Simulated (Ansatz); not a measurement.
SnSe:

```
Sn Se
1.0
     0.00000    3.01000    3.01000
     3.01000    0.00000    3.01000
     3.01000    3.01000    0.00000
Sn Se
1 1
Direct
  0.00000 0.00000 0.00000
  0.50000 0.50000 0.50000
```

Measurements of this composition are mostly on another form, of space group No. 62.

Base run:

- Program: Ansatz 0.2.0
- Functional: PBE
- Potentials or basis: Ansatz PAW
- Cutoff: 420 eV (not typed: the program's choice for these potentials)
- k mesh: 8 × 8 × 8
- Occupations: fermi-dirac, width 0.05 eV
- Spin: no spin polarisation

Its results: pressure 0.9 GPa.

Q: The run is repeated on the same cell with these changes: functional from PBE to LDA. What comes out?

A: Pressure -3.4 GPa.

LDA binds more tightly than PBE, so the same cell stands under less pressure.

Caveats: the PAW data sets come from PBE, with cores solved anew for the run's functional, which leaves a small shift of forces and pressure (some runs).
